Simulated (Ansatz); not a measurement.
Phases of Ti at 38 GPa

Structure types of Ti are relaxed in primitive cells with their symmetry kept at 38 GPa, first on PAW files, then by LAPW. The enthalpy is E + pV at zero temperature, without zero-point motion. Only the types listed were tried, and differences under about 5 meV/atom are mesh noise. The real phase may be another.

Computed with Ansatz 0.2.0; functional PBE, scalar-relativistic. Settings: Fermi–Dirac smearing of 0.1 eV, no spin polarisation. Methods: LAPW: all electrons, basis error target 0.5 meV/atom; PAW: frozen-core files, cutoff 420 eV.

k meshes: fcc 17×17×17, bcc 18×18×18, hcp 16×16×9, simple hexagonal 17×17×16, sc 16×16×16, omega 9×9×12.

Question: Order the types by LAPW enthalpy, lowest first.
A. fcc
B. bcc
C. hcp
D. omega
E. simple hexagonal
F. sc

Answer: D (0 meV/atom), C (56 meV/atom), A (94 meV/atom), B (111 meV/atom), E (415 meV/atom), F (946 meV/atom).

```
      start type                   ends as          a, b, c (Å)  V (Å³/atom)  H − H(lowest), LAPW (meV/atom)  same, PAW
             fcc                fcc, Fm-3m  3.800, 3.800, 3.800        13.72                            93.7       93.5
             bcc                bcc, Im-3m  3.004, 3.004, 3.004        13.56                           111.4      111.3
             hcp             hcp, P6_3/mmc  2.714, 2.714, 4.337        13.83                            56.4       56.2
simple hexagonal  simple hexagonal, P6/mmm  2.523, 2.523, 2.478        13.66                           414.7      414.9
              sc                 sc, Pm-3m  2.392, 2.392, 2.392        13.68                           946.0      946.3
           omega             omega, P6/mmm  4.232, 4.232, 2.641        13.65                             0.0        0.0
```

Question: Split the lead of omega over hcp into energy and pV.

Answer: For hcp less omega: ΔE = +14.3 meV/atom, and p·ΔV = 38 GPa × +0.1776 Å³ × 6.242 meV/(GPa·Å³) = +42.1 meV/atom, together 56.4 meV/atom. omega wins on both counts.
